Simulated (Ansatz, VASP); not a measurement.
# Two plane-wave programs on Pt

```
CELL_PARAMETERS angstrom
2.76067 0.00000 0.00000
-1.38033 2.39081 0.00000
0.00000 0.00000 4.79213
ATOMIC_POSITIONS crystal
Pt 0.66667 0.33333 0.75000
Pt 0.33333 0.66667 0.25000
```

This isn't the form of Pt at room conditions, which is fcc.

Alike in both runs: task single point; functional r2SCAN; k mesh 11 × 11 × 6; occupations methfessel-paxton of order 1, width 0.2 eV; no spin polarisation.

|  | VASP | Ansatz |
| --- | --- | --- |
| version | VASP 6.6.1 | Ansatz 0.2.0 |
| potentials or method | VASP PAW PBE potentials, release 64 (Pt) | plane waves, PAW |
| plane-wave cutoff (eV) | 520 | 650 |
| valence electrons in the cell | 20 | 36 |

|  | VASP | Ansatz | Ansatz less VASP |
| --- | --- | --- | --- |
| pressure (GPa) | -5.8 | -6.3 | -0.56 |
| largest component of the traceless stress (GPa) | 0.34 | 0.55 | +0.209 |

The two sets of potentials don't hold the same shells in valence.

Caveats: the PAW data sets were made with another functional, which shifts forces and pressure a little (VASP). Spin-orbit coupling is left out, which matters for the levels of Pt.
